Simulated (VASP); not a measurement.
The system is ZnS.

```xyz
2
Lattice="0.0000 2.7020 2.7020 2.7020 0.0000 2.7020 2.7020 2.7020 0.0000" Properties=species:S:1:pos:R:3 pbc="T T T"
Zn    4.0530    4.0530    4.0530
S     0.0000    0.0000    0.0000
```

Base run:

- Program: VASP 6.6.1
- Functional: revPBE
- Potentials or basis: VASP PAW PBE potentials, release 64 (Zn, S)
- Cutoff: 520 eV
- k mesh: 9 × 9 × 9
- Occupations: fermi-dirac, width 0.05 eV
- Spin: no spin polarisation

Its results: band gap on the k mesh 2.24 eV, direct.

Task: The run is repeated on the same cell with these changes: functional from revPBE to PW91; further incar settings from ALGO = Normal; EDIFF = 1e-07 to ALGO = Fast; EDIFF = 1e-07; NBANDS = 16. What comes out?

Result: Band gap on the k mesh 2.10 eV, direct.
